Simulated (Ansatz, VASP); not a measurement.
**F: VASP beside Ansatz**

```
F
1.0
     2.94682   -1.80578   -0.22728
     2.94682    1.80578   -0.22728
    -2.18222    0.00000    7.21773
F
4
Direct
  0.08485 0.08485 0.09400
  0.91515 0.91515 0.90600
  0.50157 0.50157 0.59372
  0.49843 0.49843 0.40628
```

Change from the starting cell: volume 18.756 Å^3 an atom, stretch along a over the lengths across it, relative to the relaxed cell 0.9379.

Alike in both runs: task single point; functional PBEsol; k mesh 4 × 4 × 2; occupations gaussian, width 0.05 eV; no spin polarisation.

|  | VASP | Ansatz |
| --- | --- | --- |
| version | VASP 6.6.1 | Ansatz 0.2.0 |
| potentials or method | VASP PAW PBE potentials, release 64 (F) | scalar-relativistic, plane waves, PAW |
| plane-wave cutoff (eV) | 520 | 520 |
| valence electrons in the cell | 28 | 28 |

```tsv
	VASP	Ansatz	Ansatz less VASP
gap on the k mesh at the Fermi level (eV)	2.89	2.97	+0.078
least direct gap on the mesh (eV)	2.96	3.04	+0.078
pressure (GPa)	-0.2	-0.5	-0.34
largest component of the traceless stress (GPa)	0.51	0.88	+0.371
rms of the force components (eV/Å)	0.096	0.146	+0.0496
```

Atom by atom the forces differ by 0.241 eV/Å (rms over components). One of these differences is far larger than is usual between the two programs; its cause wasn't traced. With one functional, cell and mesh, what is left measures potentials, basis and numerics.

Caveats: the k mesh is coarse (spacing up to 0.52 Å⁻¹), so the values aren't converged; the PAW data sets were made with another functional, which shifts forces and pressure a little (VASP). A k mesh can miss the band edges.
